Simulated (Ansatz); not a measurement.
# Formation energy of NbP

Level of theory: DFT, PBE, scalar-relativistic, no spin polarisation; plane waves to 420 eV with PAW datasets (Ansatz 0.2.0), Γ-centred 14×14×14 mesh, 0.05 eV Gaussian smearing; PAW files: Ansatz's generated set soft_2.

The chain of runs began from a structure of the Materials Project database, expanded in volume; all values here are this work's own. Such entries can be computed or ordered models and not known phases.

It takes space group I4_1md (No. 109, tetragonal). Conventional cell: a = 3.346 Å, b = 3.346 Å, c = 11.435 Å, α = 90.00°, β = 90.00°, γ = 90.00°. Nb (site symmetry 2mm) is surrounded by 6 P at 2.54 to 2.55 Å. P (site symmetry 2mm) has 6 Nb at 2.54 to 2.55 Å as nearest neighbours. (Shells end 15 % past the nearest neighbour.)

The elements were computed in their standard states with the same datasets, cutoff and functional. Total energies depend on the potentials used, so only differences within one code and one set of settings carry meaning.

Energy of the relaxed cell (4 atoms, smearing extrapolated to zero): -10620.070 eV. Elements, in eV/atom: Nb -4552.283, P -755.674.

Task: What is the formation energy?

Result: [-10620.070 − (2 × -4552.283 + 2 × -755.674)] / 4 = -1.04 eV/atom, or -100 kJ per mole of atoms.

The value is for 0 K, without zero-point energy. A negative value shows stability against the elements alone, not against other compounds or structures.
